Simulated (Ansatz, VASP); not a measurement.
InAs in VASP and in Ansatz

```
In As
1.0
     0.00000    2.87730    2.87730
     2.87730    0.00000    2.87730
     2.87730    2.87730    0.00000
In As
1 1
Direct
  0.50000 0.50000 0.50000
  0.00000 0.00000 0.00000
```

Measurements of this composition are mostly on another form, of space group No. 216.

Alike in both runs: task relaxation of cell and atoms; functional LDA; k mesh 6 × 6 × 6; occupations fermi-dirac, width 0.1 eV; no spin polarisation.

```csv
,VASP,Ansatz
version,VASP 6.6.1,Ansatz 0.2.0
potentials or method,"VASP PAW LDA potentials, release 64 (In_d, As)","plane waves, PAW"
plane-wave cutoff (eV),600,420
valence electrons in the cell,18,28
```

|  | VASP | Ansatz | Ansatz less VASP |
| --- | --- | --- | --- |
| relaxed volume (Å³/atom) | 22.06 | 22.02 | -0.040 |
| relaxed cell length with the largest relative difference (Å) | 3.966 | 3.964 | -0.0024 |
| energy change over the relaxation (meV/atom) | -29 | -31 | -2.3 |

The two sets of potentials don't hold the same shells in valence.
